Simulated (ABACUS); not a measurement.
Runs of ABACUS 3.10.1 on GaAs. Symmetry: F-43m, No. 216, cubic system. The conventional cell has a = 5.654 Å, b = 5.654 Å, c = 5.654 Å, α = 90.00°, β = 90.00°, γ = 90.00°. As (site symmetry -43m) is surrounded by 4 Ga at 2.45 Å. Ga (site symmetry -43m) has 4 As at 2.45 Å as nearest neighbours. 

```csv
task,level,potentials or basis,k mesh,cutoff (eV),radial cutoff of the potentials (pseudo_rcut),SCF threshold on the density,eigensolver,symmetry key,path,gap on the mesh (eV),pressure (GPa),V0 of scaled cells (Å³/atom),B0 (GPa)
equation of state,SOGGA,"GBRV ultrasoft 1.5 PBE, plane waves",6 × 6 × 6,544,10 bohr,1e-08,dav,1,-,-,-,(b),71
equation of state,WC,"PseudoDojo NC SR 0.4 PBEsol stringent, plane waves",6 × 6 × 6,1551,7 bohr,1e-08,dav,1,-,-,-,22.67,68
single point,WC,"PseudoDojo NC SR 0.4 PBEsol stringent, plane waves",6 × 6 × 6,1551,7 bohr,1e-08,dav,1,-,(c),(a),-,-
single point,SOGGA,"GBRV ultrasoft 1.5 PBE, plane waves",6 × 6 × 6,544,10 bohr,1e-08,dav,1,-,0.47,-0.6,-,-
```

Alike in all rows: no spin polarisation; cell as given; smearing fermi-dirac 0.05 eV.

**Question.** Estimate the missing entries.

**Answer.** (a) 0.2; (b) 22.52; (c) 0.39.

Caveats: the potentials were made for another functional, which shifts forces and pressure.

A k mesh can miss the band edges, and the runs leave out spin-orbit coupling on As, Ga.

The runs don't all hold the same shells in valence.
